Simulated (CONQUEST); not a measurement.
GeS:

```xyz
8
Lattice="3.6460 0.0000 0.0000 0.0000 4.2990 0.0000 0.0000 0.0000 10.4810" Properties=species:S:1:pos:R:3 pbc="T T T"
Ge    2.7345    3.7500    9.2013
Ge    0.9115    1.6005    6.5202
Ge    2.7345    2.6985    3.9608
Ge    0.9115    0.5490    1.2797
S     2.7345    2.1396    1.5774
S     0.9115    4.2891    3.6631
S     2.7345    0.0099    6.8179
S     0.9115    2.1594    8.9036
```

Base run:

```yaml
Program: CONQUEST 1.3
Functional: PBE
Potentials_or_basis: PseudoDojo NC PBE, DZ, grid cutoff 120 Ha
k_mesh: 7 × 6 × 3
Occupations: fermi-dirac, width 0.05 eV
Spin: no spin polarisation
```

Its results: band gap on the k mesh 1.25 eV, direct; pressure 9.1 GPa; largest force 1.479 eV/Å.

Question: After a change of settings the same cell gave: band gap on the k mesh 1.07 eV, direct; pressure 3.8 GPa; largest force 0.393 eV/Å. Which change was it?
A. potentials or basis from PseudoDojo NC PBE, DZ, grid cutoff 120 Ha to PseudoDojo NC PBE, SZP, grid cutoff 120 Ha
B. potentials or basis from PseudoDojo NC PBE, DZ, grid cutoff 120 Ha to PseudoDojo NC PBE, SZ, grid cutoff 120 Ha
C. potentials or basis from PseudoDojo NC PBE, DZ, grid cutoff 120 Ha to PseudoDojo NC PBE, DZP, grid cutoff 120 Ha

Answer: C.

Caveats: an odd mesh through Γ misses points on the zone boundary, where band edges often lie; the basis of atomic orbitals isn't converged, which shifts pressures, moduli and gaps; the atomic basis is small (some runs); forces of over 1 eV/Å show positions far from the minimum, so gaps and moduli don't describe the material at rest (some runs).
